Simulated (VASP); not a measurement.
Write the native input for VASP 6.6.1 that does the following.

| Quantity | Value |
| --- | --- |
| Task | single point |
| Functional | PBE |
| Dispersion | D3(BJ) |
| Potentials or basis | VASP PAW PBE potentials, release 64 (Be, S) |
| Cutoff | 520 eV |
| k mesh | 8 × 8 × 8 |
| Occupations | gaussian, width 0.02 eV |
| Spin | no spin polarisation |
| Dipole correction | no |
| Further INCAR settings | ALGO = Fast; EDIFF = 1e-06; NBANDS = 11 |

The structure of BeS lies in POSCAR:

```
BeS
1.0
    0.0000000000      2.4080012920      2.4080012920
    2.4080012920      0.0000000000      2.4080012920
    2.4080012920      2.4080012920      0.0000000000
Be S
1 1
Direct
    0.0000000000      0.0000000000      0.0000000000
    0.2500000000      0.2500000000      0.2500000000
```

The cell isn't the ideal one: relaxed again under DFT PBE+D3(BJ), scalar-relativistic, plane waves, PAW.

The input as run:

INCAR

```
SYSTEM = BeS
PREC = Accurate
ENCUT = 520
EDIFF = 1E-6
ISMEAR = 0
SIGMA = 0.02
LREAL = .False.
LASPH = .True.
NELM = 60
ALGO = Fast
ISIF = 2
LWAVE = .False.
LCHARG = .False.
GGA = PE
IVDW = 12
NBANDS = 11
```

KPOINTS

```
regular mesh
0
Gamma
  8 8 8
  0 0 0
```

Potentials or basis: VASP PAW PBE potentials, release 64 (Be, S).

Run with:

```console
$ cat potpaw_PBE.64/Be/POTCAR potpaw_PBE.64/S/POTCAR > POTCAR
$ mpirun -np 1 vasp_std > vasp.out
```

Results of the run:

* Pressure: 0.0 GPa
* Band gap on the k mesh: 3.06 eV, indirect (least direct gap 5.66 eV)
* Dispersion energy per atom: -0.308 eV

It took 6.6 s on 1 thread of AMD EPYC 9R45 96-Core Processor (Zen 5), with other jobs on the host, peak memory 0.13 GiB.
